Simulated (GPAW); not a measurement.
Set up this calculation in GPAW 26.7.0, as an ASE script.

| Item | Value |
| --- | --- |
| Task | band structure |
| Functional | PBEsol |
| Potentials or basis | PAW data sets generated in the run's folder for this functional |
| Cutoff | 800 eV |
| Basis | pw |
| k mesh | 7 × 7 × 7 |
| Occupations | fermi-dirac, width 0.05 eV |
| Spin | collinear spin, ferromagnetic start |
| Starting moments | [3.0, 0.0] μB |
| Maxiter | 150 |
| Band path | GLB1,BZGX,QFP1Z,LP |
| Band points | 100 |

The structure of FeO (Wuestite) lies in FeO.xyz:

```xyz
2
Lattice="1.5188209023 0.8768916568 2.5195772846 -1.5188209023 0.8768916568 2.5195772846 0.0000000000 -1.7537833136 2.5195772846" Properties=species:S:1:pos:R:3 pbc="T T T"
Fe     0.0000000000      0.0000000000      0.0000000000
O      0.0000000000      0.0000000000      3.7793659269
```

One way to write it, as run:

run.py

```python
from ase.dft.bandgap import bandgap
from ase.io import read, write
from ase.units import GPa
from gpaw import GPAW, PW, setup_paths

setup_paths.insert(0, '.')

atoms = read('FeO.xyz')
atoms.set_initial_magnetic_moments([3.0, 0.0])

calc = GPAW(mode=PW(800),
            xc='PBEsol',
            kpts={'size': (7, 7, 7), 'gamma': True},
            occupations={'name': 'fermi-dirac', 'width': 0.05},
            nbands=17,
            convergence={'density': 1e-05, 'energy': 1e-05},
            maxiter=150,
            txt='gpaw.txt')
atoms.calc = calc
energy = atoms.get_potential_energy()
forces = atoms.get_forces()
stress = atoms.get_stress()
calc.write('gs.gpw')
write('result.traj', atoms)
print(f'Energy: {energy:.6f} eV')
print('Forces (eV/A):')
print(forces.round(4))
print('Stress (GPa):', (stress / GPa).round(3))
print('Moments:', calc.get_magnetic_moments().round(3))
print('Fermi level:', round(calc.get_fermi_level(), 4), 'eV')
print(f'Gap: {bandgap(calc)[0]:.4f} eV, direct: {bandgap(calc, direct=True)[0]:.4f} eV')

path = atoms.cell.bandpath('GLB1,BZGX,QFP1Z,LP', npoints=100, eps=1e-4)
bs_calc = calc.fixed_density(kpts=path, symmetry='off', nbands=26,
                             convergence={'bands': 'CBM+6.0', 'eigenstates': 1e-6}, txt='bands.txt')
bs = bs_calc.band_structure()
bs.write('bs.json')
print(f'Gap on the path: {bandgap(bs_calc)[0]:.4f} eV')
```

Potentials or basis: PAW data sets generated in the run's folder for this functional, pw.

The run is started by

```bash
$ gpaw-setup -f PBEsol Fe O
$ OMP_NUM_THREADS=1 python run.py
```

It gave:

```
Pressure                : -8.0 GPa
Band gap along the path : none (metal or under the smearing width)
Net moment              : 4.01 μB per cell
Site moments            : Fe +3.54; O +0.24 μB
```

Caveat: the k mesh is coarse (spacing up to 0.36 Å⁻¹), so the values aren't converged; a cell with one magnetic atom can't hold antiferromagnetic order, which such compounds often take; semilocal functionals often make such compounds metallic where correlation or magnetic order opens a gap, which also shifts bond lengths.

It took 94 s on 1 thread of Arm Neoverse V2 (shared host), peak memory 0.31 GiB.
